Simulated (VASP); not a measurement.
Al, 1 atom in the cell. It takes space group Fm-3m (No. 225, cubic). The conventional cell has a = 4.061 Å, b = 4.061 Å, c = 4.061 Å, α = 90.00°, β = 90.00°, γ = 90.00°. Al (site symmetry m-3m) has 12 Al at 2.87 Å as nearest neighbours.  The cell isn't the ideal one: a relaxed cell with its volume scaled by 1.06.

- Program: VASP 6.6.1
- Task: single point
- Functional: r2SCAN
- Dispersion: rVV10
- Potentials or basis: VASP PAW PBE potentials, release 64 (Al)
- Cutoff: 520 eV
- k mesh: 18 × 18 × 18
- Occupations: gaussian, width 0.1 eV
- Spin: no spin polarisation
- Further INCAR settings: ALGO = Normal; EDIFF = 1e-07

Potentials or basis: VASP PAW PBE potentials, release 64 (Al).

Command:

```bash
$ cat potpaw_PBE.64/Al/POTCAR > POTCAR
$ mpirun -np 1 vasp_std > vasp.out
```

Hardware: 1 thread of Intel(R) Xeon(R) 6975P-C (Granite Rapids) (shared host).

Problem. How long does it take, and how much memory?

Solution. Run time: 52 s on 1 thread of Intel(R) Xeon(R) 6975P-C (Granite Rapids), with other jobs on the host, peak memory 0.22 GiB. Counts: scf iterations 23, k points 195.
